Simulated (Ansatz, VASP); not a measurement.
BN in VASP and in Ansatz

```
B N
1.0
    -0.20389    1.78068    1.81239
     1.81239   -0.20389    1.81239
     1.60850    1.57678    0.00000
B N
1 1
Cartesian
  0.0000 0.0000 0.0000
  2.4127 2.3652 2.7186
```

Change from the starting cell: engineering shear strain xz -0.2250, normal strain along z -0.0175.

Alike in both runs: task single point; functional PBE; k mesh 12 × 12 × 12; occupations gaussian, width 0.05 eV; no spin polarisation.

```csv
,VASP,Ansatz
version,VASP 6.6.1,Ansatz 0.2.0
potentials or method,"VASP PAW PBE potentials, release 64 (B, N)","scalar-relativistic, plane waves, PAW"
plane-wave cutoff (eV),520,520
valence electrons in the cell,8,8
```

VASP gave:

```
gap on the k mesh at the Fermi level (eV)       : 1.79
least direct gap on the mesh (eV)               : 4.46
pressure (GPa)                                  : 32.2
largest component of the traceless stress (GPa) : 112.98
rms of the force components (eV/Å)              : 0.427
```

What did Ansatz give for the same quantities?

gap on the k mesh at the Fermi level (eV): 1.80; least direct gap on the mesh (eV): 4.46; pressure (GPa): 31.9; largest component of the traceless stress (GPa): 112.42; rms of the force components (eV/Å): 0.409.

Atom by atom the forces differ by 0.018 eV/Å (rms over components).

Caveats: so large a pressure means that the cell lies far from this level's equilibrium, or that cutoff or potentials fall short (VASP). A k mesh can miss the band edges.
